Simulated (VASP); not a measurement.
VASP ran on this input.

INCAR:
```
SYSTEM = ZnTe
PREC = Accurate
ENCUT = 400
EDIFF = 1E-6
NELM = 100
ALGO = Normal
LREAL = .FALSE.
LASPH = .TRUE.
ISMEAR = 0
SIGMA = 0.05
GGA = PE
LMAXMIX = 4
LWAVE = .FALSE.
LCHARG = .FALSE.
ISIF = 2
```

**POSCAR**
```
ZnTe
1
    0.0000000000     3.0500000000     3.0500000000
    3.0500000000     0.0000000000     3.0500000000
    3.0500000000     3.0500000000     0.0000000000
Zn Te
1 1
Direct
  0.0000000000   0.0000000000   0.0000000000
  0.2500000000   0.2500000000   0.2500000000
```

**KPOINTS**
```
Automatic mesh
0
Gamma
6 6 6
0 0 0
```

POTCAR, in this order: Zn Te (PBE.64 set). Program: vasp_gam.

Q: What happens when VASP runs on this input?

A: There is a fault: the Γ-only program was given a k-mesh. VASP stops with an error: You are using the Gamma-point-only version with more than one k-point or some other non-Gamma k-point. ----> I REFUSE TO CONTINUE WITH THIS SICK JOB ... BYE!!! <----

**standard output**
```
 POSCAR found type information on POSCAR ZnTe
 POSCAR found :  2 types and       2 ions
 Reading from existing POTCAR
 Reading from existing POTCAR
 LDA part: xc-table for (Slater+PW92), standard interpolation

 -----------------------------------------------------------------------------
|                                                                             |
|     EEEEEEE  RRRRRR   RRRRRR   OOOOOOO  RRRRRR      ###     ###     ###     |
|     E        R     R  R     R  O     O  R     R     ###     ###     ###     |
|     E        R     R  R     R  O     O  R     R     ###     ###     ###     |
|     EEEEE    RRRRRR   RRRRRR   O     O  RRRRRR       #       #       #      |
|     E        R   R    R   R    O     O  R   R                               |
|     E        R    R   R    R   O     O  R    R      ###     ###     ###     |
|     EEEEEEE  R     R  R     R  OOOOOOO  R     R     ###     ###     ###     |
|                                                                             |
|     You are using the Gamma-point-only version with more than one           |
|     k-point or some other non-Gamma k-point.                                |
|                                                                             |
|       ---->  I REFUSE TO CONTINUE WITH THIS SICK JOB ... BYE!!! <----       |
|                                                                             |
 -----------------------------------------------------------------------------
```

To mend it, run vasp_std.

The mended run (PBE GGA, plane waves, VASP's PBE PAW potentials (set 64)) converges, and its OSZICAR ends with
```
   1 F= -.51652279E+01 E0= -.51652279E+01  d E =-.475575E-15
```

The compound is ZnTe in the zinc blende structure. The cell was not relaxed at this level.
